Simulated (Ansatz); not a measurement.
**Ge in Ansatz: the effect of functional**

Crystal: Ge.

```
CELL_PARAMETERS angstrom
0.00000 2.79068 2.79068
2.79068 0.00000 2.79068
2.79068 2.79068 0.00000
ATOMIC_POSITIONS crystal
Ge 0.75000 0.75000 0.75000
Ge 0.50000 0.50000 0.50000
```

The cell isn't the ideal one: volume scaled by 0.96.

Alike in all runs:

| Quantity | Value |
| --- | --- |
| Program | Ansatz 0.2.0 |
| Task | single point |
| Potentials or basis | Ansatz PAW |
| k mesh | 8 × 8 × 8 |
| Occupations | fermi-dirac, width 0.05 eV |
| Spin | no spin polarisation |

| functional | cutoff | gap on the mesh (eV) | pressure (GPa) |
| --- | --- | --- | --- |
| LDA | 420 eV (not typed: the program's choice for these potentials) | ? | ? |
| r2SCAN | 500 eV (not typed: the program's choice for these potentials) | 0.61 | 4.0 |
| PBE | 420 eV (not typed: the program's choice for these potentials) | 0.31 | 7.0 |

What does the run with functional LDA give?

gap on the mesh 0.17 eV; pressure 1.6 GPa.

Caveats: the PAW data sets come from PBE, with cores solved anew for the run's functional, which leaves a small shift of forces and pressure (some runs).

A k mesh can miss the band edges.
